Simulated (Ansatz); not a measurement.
Runs of Ansatz 0.2.0 on CdS (Hawleyite). Symmetry: F-43m, No. 216, cubic system. The conventional cell has a = 5.833 Å, b = 5.833 Å, c = 5.833 Å, α = 90.00°, β = 90.00°, γ = 90.00°. Around Cd (site symmetry -43m) lie 4 S at 2.53 Å. S (site symmetry -43m) is surrounded by 4 Cd at 2.53 Å. 

```csv
task,level,spin,cell,k mesh,cutoff (eV),smearing,gap on the mesh (eV),pressure (GPa),relaxed volume (Å³/atom)
single point,r2SCAN+D3(BJ),"SOC, no magnetisation",as given,6 × 6 × 6,500,fermi-dirac 0.1 eV,(b),0.4,-
single point,PBE,off,as given,8 × 8 × 8,420,gaussian 0.024 eV,1.15,2.8,-
relaxation of cell and atoms,RPBE+D4,off,relaxed,8 × 8 × 8,420,fermi-dirac 0.05 eV,(a),0.0,25.05
single point,PBE,off,as given,8 × 8 × 8,420,gaussian 0.014 eV,1.15,2.8,-
relaxation of cell and atoms,revPBE+D3(BJ),off,relaxed,8 × 8 × 8,420,fermi-dirac 0.05 eV,1.28,0.0,24.83
single point,PBE,off,as given,8 × 8 × 8,420,gaussian 0.028 eV,1.15,2.8,-
single point,PBE,off,as given,8 × 8 × 8,420,gaussian 0.016 eV,1.15,2.8,-
single point,PBE,off,as given,8 × 8 × 8,420,gaussian 0.022 eV,1.15,2.8,-
```

Alike in all rows: potentials or basis Ansatz PAW.

Question: Estimate the missing entries.

Answer: (a) 1.31; (b) 1.58.

Caveats: the PAW data sets come from PBE, with cores solved anew for the run's functional, which leaves a small shift of forces and pressure (some runs); the plane-wave basis is chosen anew once the cell has moved, so the energies of steps on either side of that aren't comparable (some runs); the dispersion damping was fitted for another functional or another form of the correction (some runs).

A k mesh can miss the band edges, and rows without SOC leave out spin-orbit coupling on Cd.
